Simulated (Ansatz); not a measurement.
A 4-atom cell of CdS started from a crystallographic database (r2SCAN geometry), in Ansatz:

```cif
data_structure
_symmetry_space_group_name_H-M 'P6_3mc'
_symmetry_Int_Tables_number 186
_cell_length_a 4.1646
_cell_length_b 4.1646
_cell_length_c 6.7660
_cell_angle_alpha 90.000
_cell_angle_beta 90.000
_cell_angle_gamma 120.000
_cell_volume 101.63
loop_
_atom_site_label
_atom_site_type_symbol
_atom_site_symmetry_multiplicity
_atom_site_Wyckoff_symbol
_atom_site_fract_x
_atom_site_fract_y
_atom_site_fract_z
_atom_site_occupancy
Cd1 Cd 2 b 0.33333 0.66667 0.99903 1
S1 S 2 b 0.33333 0.66667 0.37597 1
```

G0W0@PBE with 382 empty bands, a screening cutoff of 140 eV and a 6×6×2 mesh (PAW, contour deformation) gives 1.933 eV over the mesh points, from a PBE gap of 1.173 eV; it sums over 408 bands with 379 plane waves in the screening and a wave cutoff of 420 eV. No extrapolation in bands, cutoff or mesh was made for G0W0. Calculated for a static, non-magnetic cell.

Q: Estimate the gap with empty bands 165, screening cutoff 80 eV.

A: 1.871 eV (-0.062 eV), from a Kohn-Sham gap of 1.173 eV.

Q: Estimate the gap with starting point HSE06.

A: 2.533 eV (+0.600 eV), from a Kohn-Sham gap of 2.192 eV.

The runs are scalar-relativistic, without spin-orbit coupling.

With a shallow d shell on the cation, G0W0 converges slowly in bands and cutoff, so these values are in doubt.
